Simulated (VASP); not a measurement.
# KCl (Sylvite) (Fm-3m) in VASP: a series of runs, part 2 of 2

VASP 6.6.1. Earlier steps stand in the parts before.

### 3 Single point, PBE

File INCAR:

```
ALGO = Normal
EDIFF = 1E-7
ENCUT = 520
GGA = PE
ISIF = 2
ISMEAR = 0
LASPH = True
LCHARG = True
LELF = True
LREAL = False
LVHAR = True
LWAVE = False
NBANDS = 15
NELM = 80
PREC = Accurate
SIGMA = 0.01
```

File KPOINTS:

```
k-points
0
Gamma
  6 6 6
```

File POSCAR:

```
KCl
1.0
    0.0000000000      3.1448471213      3.1448471213
    3.1448471213      0.0000000000      3.1448471213
    3.1448471213      3.1448471213      0.0000000000
K Cl
1 1
Direct
    0.0000000000      0.0000000000      0.0000000000
    0.5000000000      0.5000000000      0.5000000000
```

Potentials or basis: VASP PAW PBE potentials, release 64 (K_sv, Cl).

Launch:

```console
$ cat potpaw_PBE.64/K_sv/POTCAR potpaw_PBE.64/Cl/POTCAR > POTCAR
$ mpirun -np 1 vasp_std > vasp.out
```

OUTCAR:

```text
EDIFF = 1E-7
   ENCUT = 520
   GGA = PE
   ISIF = 2
   ISMEAR = 0
   LASPH = True
   LREAL = False
   NELM = 80
   PREC = Accurate

 ion  position               nearest neighbor table
   1  0.000  0.000  0.000-   2 3.14   2 3.14   2 3.14   2 3.14   2 3.14   2 3.14
   2  0.500  0.500  0.500-   1 3.14   1 3.14   1 3.14   1 3.14   1 3.14   1 3.14

  LATTYP: Found a face centered cubic cell.
 ALAT       =     6.2896942426

  Lattice vectors:

 A1 = (   0.0000000000,   3.1448471213,   3.1448471213)
 A2 = (   3.1448471213,   0.0000000000,   3.1448471213)
 A3 = (   3.1448471213,   3.1448471213,   0.0000000000)

Analysis of symmetry for initial positions (statically):
=====================================================================
 Subroutine PRICEL returns:
 Original cell was already a primitive cell.

 Routine SETGRP: Setting up the symmetry group for a
 face centered cubic supercell.

 Subroutine GETGRP returns: Found 48 space group operations
 (whereof 48 operations were pure point group operations)
 out of a pool of 48 trial point group operations.

The static configuration has the point symmetry O_h .

Analysis of symmetry for dynamics (positions and initial velocities):
=====================================================================
 Subroutine PRICEL returns:
 Original cell was already a primitive cell.

 Routine SETGRP: Setting up the symmetry group for a
 face centered cubic supercell.

 Subroutine GETGRP returns: Found 48 space group operations
 (whereof 48 operations were pure point group operations)
 out of a pool of 48 trial point group operations.

The dynamic configuration has the point symmetry O_h .

 Subroutine INISYM returns: Found 48 space group operations
 (whereof 48 operations are pure point group operations),
 and found     1 'primitive' translations

----------------------------------------------------------------------------------------

                                     Primitive cell

  volume of cell :      62.2055

  direct lattice vectors                    reciprocal lattice vectors
     0.000000000  3.144847121  3.144847121    -0.158990240  0.158990240  0.158990240
     3.144847121  0.000000000  3.144847121     0.158990240 -0.158990240  0.158990240
     3.144847121  3.144847121  0.000000000     0.158990240  0.158990240 -0.158990240

  length of vectors
     4.447485451  4.447485451  4.447485451     0.275379174  0.275379174  0.275379174

  position of ions in fractional coordinates (direct lattice)
     0.000000000  0.000000000  0.000000000
     0.500000000  0.500000000  0.500000000

  ion indices of the primitive-cell ions
   primitive index   ion index
                 1           1
                 2           2

----------------------------------------------------------------------------------------

 KPOINTS: k-points

Automatic generation of k-mesh.
 Grid dimensions read from file:
 generate k-points for:    6    6    6

 Generating k-lattice:

  Cartesian coordinates                     Fractional coordinates (reciprocal lattice)
    -0.026498373  0.026498373  0.026498373     0.166666667  0.000000000  0.000000000
     0.026498373 -0.026498373  0.026498373     0.000000000  0.166666667  0.000000000
     0.026498373  0.026498373 -0.026498373     0.000000000  0.000000000  0.166666667

  Length of vectors
[... 29 lines left out ...]
   number of dos      NEDOS =    301   number of ions     NIONS =      2
   total plane-waves  NPLWV =  46656
   dimension x,y,z NGX =    36 NGY =   36 NGZ =   36
   dimension x,y,z NGXF=    72 NGYF=   72 NGZF=   72
   ions per type =               1   1
   NGX,Y,Z   is equivalent  to a cutoff of  13.46, 13.46, 13.46 a.u.
   NGXF,Y,Z  is equivalent  to a cutoff of  26.91, 26.91, 26.91 a.u.
 SYSTEM =  unknown system
   PREC   = accura    normal or accurate (medium, high low for compatibility)
   ISTART =      0    job   : 0-new  1-cont  2-samecut
   ICHARG =      2    charge: 1-file 2-atom 10-const
   ISPIN  =      1    spin polarized calculation?
   LNONCOLLINEAR =      F non collinear calculations
   LSORBIT =      F    spin-orbit coupling
   LASPH  =      T    aspherical Exc in radial PAW
   ENCUT  =  520.0 eV  38.22 Ry    6.18 a.u.   8.27  8.27  8.27*2*pi/ulx,y,z
   NELM   =     80;   NELMIN=  2; NELMDL= -5     # of ELM steps
   EDIFF  = 0.1E-06   stopping-criterion for ELM
   LREAL  =      F    real-space projection
   EDIFFG = 0.1E-05   stopping-criterion for IOM
   NSW    =      0    number of steps for IOM
   IBRION =     -1    ionic relax: 0-MD 1-quasi-New 2-CG
   NFREE  =      0    steps in history (QN), initial steepest desc. (CG)
   ISIF   =      2    stress and relaxation
   ISYM   =      2    0-nonsym 1-usesym 2-fastsym
   POTIM  = 0.5000    time-step for ionic-motion
   TEBEG  =    0.0;   TEEND  =   0.0 temperature during run
   PSTRESS=    0.0 pullay stress
   NELECT =      16.0000    total number of electrons
   NUPDOWN=      -1.0000    fix difference up-down
   EMIN   =  10.00;   EMAX   =-10.00  energy-range for DOS
   EFERMI =   0.00;   METHOD = LEGACY
   ISMEAR =     0;   SIGMA  =   0.01  broadening in eV -4-tet -1-fermi 0-gaus
   EFERMI_NEDOS =   21; number of points for ismear=-14 and -15
   IALGO  =     38    algorithm
   IMIX   =      4    mixing-type and parameters
     AMIX     =   0.40;   BMIX     =  1.00
     AMIX_MAG =   1.60;   BMIX_MAG =  1.00
  volume/ion in A,a.u.               =      31.10       209.89
  Fermi-wavevector in a.u.,A,eV,Ry     =   1.041131  1.967452 14.748080  1.083953
  Thomas-Fermi vector in A             =   2.175738
   LORBIT       =      0    0 simple, 1 ext, 2 COOP (PROOUT), +10 PAW based schemes
   GGA     = PE    functional components
   LHFCALC =     F    Hartree Fock is set to
   AEXX    =    0.0000 exact exchange contribution
   IVDW    =     0    specifies the selected vdW correction
   LEPSILON=     F    determine dielectric tensor
   LRPA    =     F    only Hartree local field effects (RPA)
 non-spin polarized calculation
 Gauss-broadening in eV      SIGMA  =   0.01
  energy-cutoff  :      520.00
  volume of cell :       62.21
 maximum number of plane-waves:      1694
 NGX is ok and might be reduce to    36
   NGX = 17   NGY = 17   NGZ = 17

 number of electron      16.0000001 magnetization

 Free energy of the ion-electron system (eV)
  ---------------------------------------------------
  ext. energy  EPLUGINS =         0.00000000
  ---------------------------------------------------
  free energy    TOTEN  =        -6.80337269 eV

  energy without entropy =       -6.80337269  energy(sigma->0) =       -6.80337269

 E-fermi :  -1.7542     XC(G=0):  -7.5454

 val. band max:       -1.8358737392   @ k =   0.0000   0.0000   0.0000
 cond. band min:       3.3564470782   @ k =   0.0000   0.0000   0.0000
 fundamental gap:      5.1923208174
 Fermi energy:        -1.7542103246

 k-point     1 :       0.0000    0.0000    0.0000
  band No.  band energies     occupation
      1     -29.0301      2.00000
      2     -13.9553      2.00000
      3     -12.4909      2.00000
      4     -12.4909      2.00000
      5     -12.4909      2.00000
      6      -1.8359      2.00000
      7      -1.8359      2.00000
      8      -1.8359      2.00000
      9       3.3564      0.00000
     10       6.5457      0.00000
     11       6.5457      0.00000
     12       6.5457      0.00000
     13       7.4231      0.00000
     14       7.4231      0.00000
[... 257 lines left out ...]
      2     -13.9287      2.00000
      3     -12.6118      2.00000
      4     -12.5685      2.00000
      5     -12.4362      2.00000
      6      -2.4086      2.00000
      7      -2.2596      2.00000
      8      -2.1948      2.00000
      9       5.4213      0.00000
     10       7.0967      0.00000
     11       7.2527      0.00000
     12       8.3432      0.00000
     13       9.1185      0.00000
     14       9.8784      0.00000
     15      10.4720      0.00000

------------------------ aborting loop because EDIFF is reached ----------------------------------------

  FORCE on cell =-STRESS in cart. coord.  units (eV):
  Direction    XX          YY          ZZ          XY          YZ          ZX
  --------------------------------------------------------------------------------------
  -------------------------------------------------------------------------------------
  Total        0.3142568      0.3142568      0.3142568      0.0000000     -0.0000000      0.0000000
  in kB        8.0940654      8.0940654      8.0940654      0.0000000     -0.0000000      0.0000000
  external PRESSURE =       8.0940654 kB  Pullay stress =       0.0000000 kB

 VOLUME and BASIS-vectors are now :
 -----------------------------------------------------------------------------
  energy-cutoff  :      520.00
  volume of cell :       62.21
      direct lattice vectors                 reciprocal lattice vectors
     0.000000000  3.144847121  3.144847121    -0.158990240  0.158990240  0.158990240
     3.144847121  0.000000000  3.144847121     0.158990240 -0.158990240  0.158990240
     3.144847121  3.144847121  0.000000000     0.158990240  0.158990240 -0.158990240

 POSITION                                       TOTAL-FORCE (eV/Angst)
 -----------------------------------------------------------------------------------
      0.00000      0.00000      0.00000        -0.000000     -0.000000     -0.000000
      3.14485      3.14485      3.14485         0.000000      0.000000      0.000000
 -----------------------------------------------------------------------------------
    total drift:                                0.000000      0.000000      0.000000

  FREE ENERGIE OF THE ION-ELECTRON SYSTEM (eV)
  ---------------------------------------------------
  free  energy   TOTEN  =        -6.8033726924 eV

  energy  without entropy=       -6.8033726924  energy(sigma->0) =       -6.80337269
```

OSZICAR:

```text
N       E                     dE             d eps       ncg     rms          rms(c)
DAV:   1     0.101541798184E+03    0.10154E+03   -0.70101E+03   480   0.950E+02
DAV:   2    -0.927927110680E+00   -0.10247E+03   -0.95178E+02   615   0.236E+02
DAV:   3    -0.687055792286E+01   -0.59426E+01   -0.59089E+01   669   0.515E+01
DAV:   4    -0.709281248148E+01   -0.22225E+00   -0.22218E+00   759   0.870E+00
DAV:   5    -0.709431655762E+01   -0.15041E-02   -0.15041E-02   669   0.800E-01    0.333E+00
DAV:   6    -0.680468793742E+01    0.28963E+00   -0.41941E-01   599   0.327E+00    0.273E+00
DAV:   7    -0.678991587720E+01    0.14772E-01   -0.10351E-01   648   0.182E+00    0.157E+00
DAV:   8    -0.680205347693E+01   -0.12138E-01   -0.15895E-02   650   0.947E-01    0.180E-01
DAV:   9    -0.680278210382E+01   -0.72863E-03   -0.91698E-04   606   0.189E-01    0.962E-02
DAV:  10    -0.680336468981E+01   -0.58259E-03   -0.60953E-04   529   0.155E-01    0.200E-02
DAV:  11    -0.680336922667E+01   -0.45369E-05   -0.21727E-05   673   0.269E-02    0.539E-03
DAV:  12    -0.680337230628E+01   -0.30796E-05   -0.42621E-06   529   0.145E-02    0.482E-03
DAV:  13    -0.680337254356E+01   -0.23728E-06   -0.44573E-07   671   0.356E-03    0.105E-03
DAV:  14    -0.680337268706E+01   -0.14350E-06   -0.10547E-07   504   0.202E-03    0.333E-04
DAV:  15    -0.680337269238E+01   -0.53185E-08   -0.21510E-09   345   0.309E-04
   1 F= -.68033727E+01 E0= -.68033727E+01  d E =-.853813E-33
```

It took 51 s on 1 thread of AMD EPYC 7R13, shared host; peak memory 0.17 GiB.

Results:

| Property | Result |
| --- | --- |
| Free energy | -6.8034 eV |
| Pressure | 0.8 GPa |
| Band gap on the k mesh | 5.19 eV, direct |

### 4 Single point, HSE06

POSCAR is that of step 3.

File INCAR.step1:

```
SYSTEM = KCl
ALGO     = Normal         ! electronic algorithm
EDIFF    = 1E-5           ! SCF threshold, eV
ENCUT    = 520            ! plane-wave cutoff, eV
GGA      = PE             ! functional
ISIF     = 2              ! what is computed and relaxed
ISMEAR   = 0              ! smearing method
LASPH    = .TRUE.         ! aspherical terms in the spheres
LCHARG   = .FALSE.        ! write CHGCAR
LREAL    = .FALSE.        ! projectors in reciprocal space
LWAVE    = .TRUE.         ! write WAVECAR
NBANDS   = 15             ! bands
NELM     = 100            ! most SCF steps
PREC     = Accurate       ! precision mode
SIGMA    = 0.01           ! smearing width, eV
```

File INCAR.step2:

```
SYSTEM = KCl
ALGO     = Normal         ! electronic algorithm
EDIFF    = 1E-6           ! SCF threshold, eV
ENCUT    = 520            ! plane-wave cutoff, eV
GGA      = PE             ! functional
HFSCREEN = 0.2079         ! screening, 1/A
ISIF     = 2              ! what is computed and relaxed
ISMEAR   = 0              ! smearing method
ISTART   = 1            
LASPH    = .TRUE.         ! aspherical terms in the spheres
LCHARG   = .FALSE.        ! write CHGCAR
LHFCALC  = .TRUE.         ! exact exchange
LREAL    = .FALSE.        ! projectors in reciprocal space
LWAVE    = .FALSE.        ! write WAVECAR
NBANDS   = 15             ! bands
NELM     = 100            ! most SCF steps
PREC     = Accurate       ! precision mode
PRECFOCK = Normal       
SIGMA    = 0.01           ! smearing width, eV
```

File KPOINTS:

```
k-points
0
G
  4 4 4
  0 0 0
```

Launch:

```console
$ cat potpaw_PBE.64/K_sv/POTCAR potpaw_PBE.64/Cl/POTCAR > POTCAR
$ cp INCAR.step1 INCAR
$ mpirun -np 1 vasp_std > vasp.out
$ cp INCAR.step2 INCAR
$ mpirun -np 1 vasp_std > vasp.out
```

Run time: 19 min. Hardware: 1 thread of AMD EPYC 7R13, shared host; peak memory 0.28 GiB.

The run converged. Its results:

```
Free energy            : -7.8650 eV
Pressure               : 0.5 GPa
Band gap on the k mesh : 6.50 eV, direct
```

Levels at points of the mesh, in eV from the valence-band top:
```
           k point  band 6  band 7  band 8  band 9  band 10  band 11
(0.00, 0.00, 0.00)    0.00    0.00    0.00    6.50     9.92     9.92
(0.50, 0.00, 0.00)   -1.10   -0.34   -0.34    8.90    10.11    12.32
(0.50, 0.50, 0.00)   -0.70   -0.24   -0.24    7.89     9.83    11.50
```

Caveat: the k points lie up to 0.43 Å⁻¹ apart; the PAW data sets were made with another functional, which shifts forces and pressure a little.

### 5 Overview

```csv
level,k mesh,grid for exact exchange (PRECFOCK),screening parameter,gap on the mesh (eV),pressure (GPa)
r2SCAN,4 × 4 × 4,-,-,5.83,0.0
PBE,6 × 6 × 6,-,-,5.19,0.8
HSE06,4 × 4 × 4,Normal,0.2079 1/Å,6.50,0.5
```

Alike in all rows: task single point; potentials or basis VASP PAW PBE potentials, release 64 (K_sv, Cl); no spin polarisation; cell as given; cutoff (eV) 520; smearing gaussian 0.01 eV.

Caveats: some runs use coarse meshes; the PAW data sets were made with another functional, which shifts forces and pressure a little (some runs).

Total energies depend on the potentials used, so only differences within one code and one set of settings carry meaning.

### 6 Comparison with measurements

Step 3. Measured gap of KCl: 8.68 eV (a printed reference work, monograph). This calculation gives 5.19 eV (-3.49 eV). The value is that of PBE, without temperature or zero-point motion. Semilocal functionals fall short of measured gaps as a rule.
